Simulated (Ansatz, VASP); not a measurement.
## TiTe2: VASP beside Ansatz

Wanted: the spread between two codes on one cell, functional and k mesh. The structure shown is the start of the Ansatz relaxation below; VASP solves that cell, so the two are compared at the walk's first step.

Program: Ansatz 0.2.0. Level of theory: plane waves, with VASP 6.6.1 beside it; single point at revPBE. Results are calculated unless marked as measured.

## Step 1: Set-up

The cell holds 3 atoms: 2 Te and 1 Ti. Its edges and angles: a = 3.777 Å, b = 3.777 Å, c = 30.631 Å, α = 90.0°, β = 90.0°, γ = 60.0°. It derives from TiTe2. As first built, before any earlier steps moved the atoms (in the runner's words): one layer cut from layered TiTe2 (space group P-3m1). Vacuum lies along c. The height across the vacuum is the one that the program set for its solve, not the one typed.

## Step 2: Ansatz: relaxation, revPBE

Ansatz runs on its default PAW (the set named soft_2) files.

The two programs are compared at the cell with which this relaxation starts, whose forces are those of its first step.

The input, input.yaml:

```yaml
crystal:
  lattice:
    - [3.777, 0.0, 0.0]
    - [1.8885, 3.27097795, 0.0]
    - [0.0, 0.0, 19.4153488]
  atoms:
    - { symbol: Te, position: [0.0, 0.0, 0.58795487] }
    - { symbol: Te, position: [0.66666667, 0.66666667, 0.41204513] }
    - { symbol: Ti, position: [0.33333333, 0.33333333, 0.5] }
  periodic: [true, true, false]
kpoints:
  mp_grid: { grid: [7, 7, 1] }
scf:
  occupations: { method: fermi_dirac, width: 0.05 }
hamiltonian:
  xc: revpbe
output:
  forces: true
  stress: true
relax:
  f_tol: 0.02
  max_steps: 50
  cell: {}
```

The run is started by

```bash
ansatz run input.yaml --threads 1 --pin off --max-ram 4096MiB --backend cpu --events-out ev --progress --plain --runs-dir out
```

Numbers of over 12 decimals in the logs are rounded to 6 here.

What it wrote:

```text
Warning: crystal.periodic: the lattice vector that does not repeat stood 0.000° off the slab's normal, 19.415 Å along it as the deck builds it. The run solves the slab on a vector along the normal, 30.631 Å long, with every atom where it was (on the deck's vector they left 16.00 Å outside them, and the widest stretch free of ions among them is 1.71 Å). A fractional position that the run reports is one of the run's ce [...]
crystal.periodic: the lattice vector that does not repeat stood 0.000° off the slab's normal, 19.415 Å along it as the deck builds it. The run solves the slab on a vector along the normal, 30.631 Å long, with every atom where it was (on the deck's vector they left 16.00 Å outside them, and the widest stretch free of ions among them is 1.71 Å). A fractional position that the run reports is one of the run's cell, which [...]
Engine: ansatz 0.2.0, aarch64-unknown-linux-gnu
Pseudopotentials: kind: paw
Pseudopotential: Te, paw, valence charge 16, recommended cutoff 420 eV (normal), Te.paw.azcp
Pseudopotential: Ti, paw, valence charge 12, recommended cutoff 420 eV (normal), Ti.paw.azcp
Functional definition: revPBE
  parameter kappa = 1.245
  parameter beta = 0.066725
  exchange = pbe_x(kappa = kappa, mu = beta*pi^2/3)
  correlation = pbe_c(beta = beta)
Crystal: 3 atoms, lattice volume = 378.426 Å³
Basis set: ecut = 420 eV, 7375 PW (Γ), exchange–correlation on 54×54×432 points (8 copies of the dense FFT grid, shifted against one another)
Bands: 27, of which v1, the nominal top of the filled ones, is band 22 counted from 1 (21 counted from 0)
Symmetry: 12 space group operations
Space group: P-3m1 (ITA 164), of the structure as read, at distance tolerance 7.2e-5 Å
k-points: 8 of 49
Non-local potential: Te, projectors of the file, l = 0: 2, l = 1: 2, l = 2: 2, l = 3: 2
Non-local potential: Ti, projectors of the file, l = 0: 3, l = 1: 2, l = 2: 3, l = 3: 1
PAW form: soft (Blöchl's): semilocal exchange-correlation on the pseudo side does not see the compensation charge
PAW frozen core: Te, regenerated for the run's functional, and the local potential with it (the file was generated under x = pbe(κ = 0.804, μ = 0.219515), c = pbe(β = 0.066725))
PAW frozen core: Ti, regenerated for the run's functional, and the local potential with it (the file was generated under x = pbe(κ = 0.804, μ = 0.219515), c = pbe(β = 0.066725))
PAW one-centre angular grid: Te, 590 points (default); XC on 64 Gauss nodes
PAW one-centre angular grid: Ti, 590 points (default); XC on 64 Gauss nodes
Initial density: superposition of atomic densities (neutral atoms: chi_scale 0, normalization atom), corrected by the library's trained network
Initial wavefunctions: pseudopotential atomic-orbital guess
Functional: x = revpbe(κ = 1.245, μ = 0.219515), c = pbe(β = 0.066725)
[...]
SCF iter   1: F=—  HF=-16477.489078 eV  |F-HF|=—  |Δ(HF+E_count)|=         —  Δρ=1.58e-3  dr2=1.98e-2  ethr=4.06e-5  ⟨swp⟩=2.5  Hψ=1321  notcnv=0
preconditioner: auto → LDOS  [insulator: Δε(μ)=0.176 eV  Ē_g=5.957 eV  σ=0.050 eV  W_gap=0.56  n_scr=18 (ndim 8)  ℏωp=7.6 eV  f_vac=0.753  D(μ)=2.43/eV (n_scr^D=10)  ε∞_Penn≈2.6  β→1.0]
SCF iter   2: F=—  HF=-16477.487540 eV  |F-HF|=—  |Δ(HF+E_count)|=   1.54e-3  Δρ=6.60e-4  dr2=3.98e-3  ethr=4.06e-5  ⟨swp⟩=2.0  Hψ=304  notcnv=0
SCF iter   3: F=—  HF=-16477.487510 eV  |F-HF|=—  |Δ(HF+E_count)|=   2.95e-5  Δρ=1.75e-4  dr2=4.54e-4  ethr=9.05e-6  ⟨swp⟩=3.0  Hψ=324  notcnv=0
SCF iter   4: F=—  HF=-16477.487486 eV  |F-HF|=—  |Δ(HF+E_count)|=   2.37e-5  Δρ=8.11e-5  dr2=3.58e-5  ethr=1.03e-6  ⟨swp⟩=3.8  Hψ=457  notcnv=0
SCF iter   5: F=—  HF=-16477.487506 eV  |F-HF|=—  |Δ(HF+E_count)|=   1.94e-5  Δρ=1.49e-5  dr2=8.70e-7  ethr=8.13e-8  ⟨swp⟩=3.2  Hψ=462  notcnv=0
SCF iter   6: F=—  HF=-16477.487556 eV  |F-HF|=—  |Δ(HF+E_count)|=   4.98e-5  Δρ=4.92e-6  dr2=1.14e-7  ethr=1.98e-9  ⟨swp⟩=3.4  Hψ=417  notcnv=0
SCF iter   7: F=—  HF=-16477.487556 eV  |F-HF|=—  |Δ(HF+E_count)|=   1.07e-7  Δρ=8.42e-7  dr2=2.23e-9  ethr=2.60e-10  ⟨swp⟩=3.6  Hψ=454  notcnv=0
SCF iter   8: F=—  HF=-16477.487556 eV  |F-HF|=—  |Δ(HF+E_count)|=   1.56e-8  Δρ=2.43e-7  dr2=2.73e-10  ethr=5.08e-12  ⟨swp⟩=3.2  Hψ=458  notcnv=0
SCF iter   9: F=-16477.487556 eV  HF=-16477.487556 eV  |F-HF|=9.09e-10  |Δ(HF+E_count)|=   3.59e-9  Δρ=4.79e-8  dr2=7.99e-12  ethr=1.00e-12  ⟨swp⟩=7.4  Hψ=1453  notcnv=0
SCF 3 converged in 9 iterations: F = -16477.487556 eV  dr2 = 7.99e-12
relax step   3: F+E_penalty+E_count = -16477.48755571 eV  Δ(F+E_penalty+E_count) = -1.505e-2 eV  max|allowed force component| = 1.879e-2 eV/Å  Δτ_max = 0.0343 Å  P = +0.082 N/m  Ω = 382.158 Å³  energy of the carried Pulay correction = -1.156e-4 eV  fix = [c, alpha, beta]  reactions: c +0.000 N/m  (9 SCF iters, accepted)
[...]
relax step   4: F+E_penalty+E_count = -16477.48777721 eV  Δ(F+E_penalty+E_count) = -2.215e-4 eV  max|allowed force component| = 5.770e-3 eV/Å  Δτ_max = 0.0044 Å  P = +0.052 N/m  Ω = 383.233 Å³  energy of the carried Pulay correction = -1.486e-4 eV  fix = [c, alpha, beta]  reactions: c +0.000 N/m  (6 SCF iters, dr2 threshold 9.39e-9 eV, accepted)
[...]
relax step   5: F+E_penalty+E_count = -16477.48782674 eV  Δ(F+E_penalty+E_count) = -4.953e-5 eV  max|allowed force component| = 2.081e-4 eV/Å  Δτ_max = 0.0031 Å  P = +0.010 N/m  Ω = 384.185 Å³  energy of the carried Pulay correction = -1.779e-4 eV  fix = [c, alpha, beta]  reactions: c +0.000 N/m  (5 SCF iters, dr2 threshold 3.76e-9 eV, accepted)
[...]
relax step   6: F+E_penalty+E_count = -16477.48800449 eV  Δ(F+E_penalty+E_count) = -1.777e-4 eV  max|allowed force component| = 2.426e-4 eV/Å  Δτ_max = 0.0000 Å  P = +0.009 N/m  Ω = 384.185 Å³  fix = [c, alpha, beta]  reactions: c +0.000 N/m  stress off target by 8.85e-3 N/m on what of the cell is left free  SCF on the basis re-selected at this cell (its energy is not comparable with the rows above)  (7 SCF iters)
basis re-selected at this cell: Δ(F+E_penalty+E_count) = -1.777e-4 eV, ΔP = -0.001 N/m vs the last step (what re-selecting the basis moved, of the pressure what is left beyond the Pulay correction that the steps carried, after the strain that the cell walked since its last selection, with what the two solves' SCF thresholds leave and, on support functions, any second-order correction that the steps lacked; it is no m [...]
SCF converged after 7 iterations
Free energy (F): -16477.488004 eV
Harris-Foulkes:  -16477.488004 eV  (|F-HF|=1.78e-9)
Internal energy: -16477.471056 eV  (E = F + TS)
E sigma→0 (E₀):  -16477.479530 eV
Entropy (-TS):   -0.016949 eV (-5.650 meV/atom)
Fermi energy:    -4.852105 eV
--- Per-component energies (eV) ---
  E_band       = -1326.604603
  E_kinetic    = 630.657980
  E_local      = -85196.791417  (includes V_loc(G=0)·N_el)
  E_nonlocal   = -614.373431
  E_hartree    = 42556.273702
  E_xc         = -345.915863
  E_vxc        = -329.208219  (∫ρ·V_xc dr)
  E_paw        = -10387.815500  (= ΣΔE_a)
  E_vpaw       = -929.437154  (= ΣTr[D̂ρ^β])
  E_aug_tail   = -0.000222  (compensation charges beyond the density's cutoff)
  E_ewald      = 36880.587132
  E_core_change = -0.093437  (= ΣΔE_core)
  E_smearing   = -0.016949  (= −TS)
  E_closure    = 0.000000  (closes the sum)
  Σ components = -16477.488004   (vs F -16477.488004, Δ=0.00e0)
--- Forces (eV/Å), atoms counted from 1 ---
  atom   1  Te     0.00000000     0.00000000    -0.00024265
  atom   2  Te    -0.00000000     0.00000000     0.00024265
  atom   3  Ti    -0.00000000     0.00000000     0.00000000
  max |Σ_I F_I| component: 9.40e-19 eV/Å
--- 2D stress c σ (N/m, compression-positive) ---
        0.008849      -0.000000       0.000000
       -0.000000       0.008849       0.000000
        0.000000       0.000000       0.000000
  P = ½ c Tr σ = 0.0088 N/m
--- Relaxed structure (5 steps of the walk, 4 accepted, 1 SCFs on fresh bases) ---
  F+E_penalty+E_count = -16477.48800449 eV   max|allowed force component| = 2.426e-4 eV/Å   (the final SCF, on the basis selected at the relaxed cell)
  cell:  # Å, volume = 384.1848 Å³
    - [3.805628, 0, 0]
    - [1.902814, 3.295770, 0]
    - [0, 0, 30.630698]
  atoms:
    - { symbol: Te, position: [0, 0, 0.373555] }
    - { symbol: Te, position: [0.666667, 0.666667, 0.260298] }
    - { symbol: Ti, position: [0.333333, 0.333333, 0.316926] }
```

Reading the cycles: dr2 is the Hartree energy of the density residual (eV), the measure of convergence; HF is the Harris–Foulkes estimate of the energy, which meets the free energy F at convergence.

## Step 3: VASP: single point, revPBE, start cell

The same cell, functional, mesh and smearing now go to VASP, with its own data sets.

Lines of VASP's logs that name or quote its potential files are left out, and so is its time.

The input, INCAR:

```
SYSTEM = TiTe2
PREC = Accurate
ENCUT = 400
EDIFF = 1E-06
NELM = 120
ISMEAR = -1
SIGMA = 0.05
LREAL = .FALSE.
ALGO = Normal
GGA = RE
NBANDS = 18
LASPH = .TRUE.
LORBIT = 11
LWAVE = .FALSE.
LCHARG = .FALSE.
ISIF = 2
LDIPOL = .TRUE.
IDIPOL = 3
DIPOL = 0.5 0.5 0.317
LVHAR = .TRUE.
GGA_COMPAT = .FALSE.
NELMDL = -8
```

The input, POSCAR:

```
TiTe2
1.0
    3.7770000000      0.0000000000      0.0000000000
    1.8885000000      3.2709780000      0.0000000000
    0.0000000000      0.0000000000     30.6306980000
Te Ti
2 1
Direct
    0.0000000000      0.0000000000      0.3726767506
    0.6666666667      0.6666666667      0.2611758962
    0.3333333333      0.3333333333      0.3169263071
```

The input, KPOINTS:

```
Automatic mesh
0
Gamma
7 7 1
0 0 0
```

The projector-augmented-wave data sets are Te and Ti_sv (PBE family, release 64).

The run is started by

```bash
mpirun -np 1 vasp_std
```

What it wrote:

```text
[banner, memory and clock lines left out]
running    1 mpi-ranks, on    1 nodes
 distrk:  each k-point on    1 cores,    1 groups
 distr:  one band on    1 cores,    1 groups

 POSCAR found type information on POSCAR TeTi
 POSCAR found :  2 types and       3 ions
|                                                                             |
|               ----> ADVICE to this user running VASP <----                  |
|                                                                             |
|     You enforced a specific xc type in the INCAR file but a different       |
|     [... a line on the potential file left out ...]
|     I HOPE YOU KNOW WHAT YOU ARE DOING!                                     |
|                                                                             |

 LDA part: xc-table for (Slater+PW92), standard interpolation
 POSCAR, INCAR and KPOINTS ok, starting setup
 FFT: planning ... GRIDC
 FFT: planning ... GRID_SOFT
 FFT: planning ... GRID
 WAVECAR not read
 entering main loop
       N       E                     dE             d eps       ncg     rms          rms(c)
DAV:   1     0.139730606884E+03    0.13973E+03   -0.90815E+03   360   0.794E+02
DAV:   2     0.102807640166E+01   -0.13870E+03   -0.13552E+03   390   0.211E+02
DAV:   3    -0.166822150434E+02   -0.17710E+02   -0.17657E+02   532   0.677E+01
DAV:   4    -0.175885713260E+02   -0.90636E+00   -0.90294E+00   398   0.157E+01
DAV:   5    -0.176703077789E+02   -0.81736E-01   -0.81708E-01   448   0.373E+00
DAV:   6    -0.176709590158E+02   -0.65124E-03   -0.65116E-03   424   0.433E-01
DAV:   7    -0.176709756808E+02   -0.16665E-04   -0.16665E-04   440   0.623E-02
DAV:   8    -0.176709758112E+02   -0.13040E-06   -0.13062E-06   416   0.626E-03    0.120E+01
DAV:   9    -0.177160376613E+02   -0.45062E-01   -0.39130E+01   338   0.398E+01    0.160E+01
DAV:  10    -0.158316729236E+02    0.18844E+01   -0.45044E+01   374   0.379E+01    0.659E+00
DAV:  11    -0.154237135773E+02    0.40796E+00   -0.13963E+00   326   0.834E+00    0.284E+00
DAV:  12    -0.153448850794E+02    0.78828E-01   -0.11370E+00   396   0.705E+00    0.168E+00
DAV:  13    -0.153322347933E+02    0.12650E-01   -0.31666E-01   340   0.436E+00    0.863E-01
DAV:  14    -0.153247422657E+02    0.74925E-02   -0.65036E-02   328   0.199E+00    0.261E-01
[...]
DAV:  21    -0.153233212393E+02   -0.97315E-04   -0.45045E-06   354   0.950E-03    0.913E-03
DAV:  22    -0.153233636128E+02   -0.42374E-04   -0.49501E-06   334   0.129E-02    0.328E-03
DAV:  23    -0.153233972561E+02   -0.33643E-04   -0.16433E-06   306   0.569E-03    0.324E-03
DAV:  24    -0.153234072698E+02   -0.10014E-04   -0.38602E-07   274   0.293E-03    0.322E-03
DAV:  25    -0.153234136970E+02   -0.64272E-05   -0.15715E-07   246   0.225E-03    0.131E-03
DAV:  26    -0.153234175403E+02   -0.38433E-05   -0.28084E-07   260   0.301E-03    0.100E-03
DAV:  27    -0.153234200443E+02   -0.25040E-05   -0.49277E-08   212   0.107E-03    0.550E-04
DAV:  28    -0.153234207335E+02   -0.68916E-06   -0.10028E-08   190   0.483E-04
   1 F= -.15323421E+02 E0= -.15315169E+02  d E =-.165034E-01
```

Parts of OUTCAR (step 3):

```text
ion  position               nearest neighbor table
   1  0.000  0.000  0.373-   3 2.77   3 2.77   3 2.77
   2  0.667  0.667  0.261-   3 2.77   3 2.77   3 2.77
   3  0.333  0.333  0.317-   2 2.77   2 2.77   2 2.77   1 2.77   1 2.77   1 2.77

  LATTYP: Found a hexagonal cell.
 ALAT       =     3.7770000432
 C/A-ratio  =     8.1097955122

 Subroutine GETGRP returns: Found 12 space group operations
 (whereof  6 operations were pure point group operations)

The static configuration has the point symmetry C_3v.
 The point group associated with its full space group is D_3d.

 Found      8 irreducible k-points:

   k-points           NKPTS =      8   k-points in BZ     NKDIM =      8   number of bands    NBANDS=     18

   dimension x,y,z NGX =    28 NGY =   28 NGZ =  200
   dimension x,y,z NGXF=    56 NGYF=   56 NGZF=  400

   ENCUT  =  400.0 eV  29.40 Ry    5.42 a.u.   6.16  6.16 49.95*2*pi/ulx,y,z

   NELECT =      24.0000    total number of electrons

 k-points in reciprocal lattice and weights: Automatic mesh
   0.00000000  0.00000000  0.00000000       0.020
   0.14285714  0.00000000  0.00000000       0.122
   0.28571429  0.00000000  0.00000000       0.122
   0.42857143 -0.00000000  0.00000000       0.122
   0.28571429  0.14285714  0.00000000       0.122
   0.42857143  0.14285714  0.00000000       0.245
  -0.42857143  0.14285714  0.00000000       0.122
  -0.42857143  0.28571429  0.00000000       0.122

 dipolmoment           0.000000      0.000000      0.000000 electrons x Angstroem

 average (electrostatic) potential at core
       1 -96.4197       2 -96.4197       3 -84.1004

 E-fermi :  -2.3864

 k-point     1 :       0.0000    0.0000    0.0000
  band No.  band energies     occupation
    ...
      6     -13.4227      2.00000
      7      -6.4932      2.00000
      8      -3.9188      2.00000
      9      -3.9188      2.00000
     10      -3.6207      2.00000
     11      -1.9375      0.00025
     12      -1.9375      0.00025
     13      -1.7586      0.00001
     14      -1.2623      0.00000
     15      -1.2623      0.00000
    ...

 k-point     2 :       0.1429    0.0000    0.0000
  band No.  band energies     occupation
    ...
      8      -4.6727      2.00000
      9      -3.8929      2.00000
     10      -3.2568      2.00000
     11      -3.0981      2.00000
     12      -2.4527      1.58011
     13      -1.9179      0.00017
     14      -1.1047      0.00000
     15      -0.9561      0.00000
     16       0.1447      0.00000
     17       0.8020      0.00000
    ...

 k-point     3 :       0.2857    0.0000    0.0000
  band No.  band energies     occupation
    ...
      8      -5.6084      2.00000
      9      -5.0433      2.00000
     10      -3.9418      2.00000
     11      -3.3969      2.00000
     12      -2.9380      1.99997
     13      -2.2147      0.06252
     14      -0.9858      0.00000
     15      -0.9560      0.00000
     16       0.0413      0.00000
     17       0.6619      0.00000
    ...

  Total        0.8323886      0.8323886      1.0680237      0.0000000     -0.0000000     -0.0000000
  in kB        3.5241567      3.5241568      4.5217858      0.0000000     -0.0000000     -0.0000000
  external PRESSURE =       3.8566998 kB  Pullay stress =       0.0000000 kB

  energy-cutoff  :      400.00
  volume of cell :      378.43
      direct lattice vectors                 reciprocal lattice vectors
     3.777000000  0.000000000  0.000000000     0.264760392 -0.152859481  0.000000000
     1.888500000  3.270978000  0.000000000     0.000000000  0.305718962  0.000000000
     0.000000000  0.000000000 30.630698000     0.000000000  0.000000000  0.032646987

 POSITION                                       TOTAL-FORCE (eV/Angst)
 -----------------------------------------------------------------------------------
      0.00000      0.00000     11.41535         0.000000      0.000000      0.336706
      3.77700      2.18065      8.00000        -0.000000     -0.000000     -0.336706
      1.88850      1.09033      9.70767         0.000000      0.000000     -0.000000
 -----------------------------------------------------------------------------------
    total drift:                                0.000000      0.000000     -0.000421

  FREE ENERGIE OF THE ION-ELECTRON SYSTEM (eV)
  ---------------------------------------------------
  free  energy   TOTEN  =       -15.3234207335 eV

  energy  without entropy=      -15.3069173703  energy(sigma->0) =      -15.31516905

 vacuum level on the upper side and lower side of the slab         2.463         2.463

 total charge
# of ion       s       p       d       tot
------------------------------------------
    1        1.380   2.016   0.033   3.429
    2        1.380   2.016   0.033   3.429
    3        2.166   6.126   1.842  10.135
--------------------------------------------------
tot          4.926  10.159   1.908  16.992

[... 3 further parts left out ...]
```

This run has no spin polarisation, so a moment on Ti, if there is one, isn't seen.

## Step 4: Side by side

Known differences besides the potentials themselves: Ansatz cuts the interaction across the vacuum, VASP repeats the sheet with a dipole correction; the data sets hold 44 valence electrons in Ansatz (on its default PAW (the set named soft_2) files) and 24 in VASP; the cutoff is 420 eV in Ansatz and 400 eV in VASP; Ansatz makes its cores anew for this functional, VASP keeps those of its PBE data sets. Total energies have different zeros and are not compared.

Forces (eV/Å; atoms numbered as in POSCAR):

```
atom        Ansatz x, y, z          VASP x, y, z
 Te1   0.000, 0.000, 0.329   0.000, 0.000, 0.337
 Te2  0.000, 0.000, -0.329  0.000, 0.000, -0.337
 Ti3   0.000, 0.000, 0.000   0.000, 0.000, 0.000
```

The forces differ by 3.8 meV/Å r.m.s., which is 2.4 % of the r.m.s. force of 0.159 eV/Å (both taken over all components). With vacuum in the cell, a pressure given here is an average over mostly empty space and none of the material.

## Step 5: What came out

```json
{
  "r.m.s. force difference (single point, revPBE, start cell)": "3.8 meV/Å"
}
```

In words: The r.m.s. force difference is 3.8 meV/Å (single point, revPBE, start cell), within the 12 meV/Å picked in this series as the mark of a large difference. The data sets hold unlike numbers of valence electrons (44 in Ansatz and 24 in VASP), so part of the differences comes from the potentials. 1 further run of this series is not shown here. How closely two codes agree says nothing of how well the functional describes the real material.

[Lines on the potential files, build, host, timing and source positions are cut from VASP's logs without a mark.]

[Logs are printed without paths, hosts, clocks, repeated set-up lines and the standing remarks that a program may print on its own settings, such as how far it seeks lower states.]

[Hosts, paths, dates, database ids (printed as entryN), source tags and the programs' standing remarks are cut or masked in the printed files.]
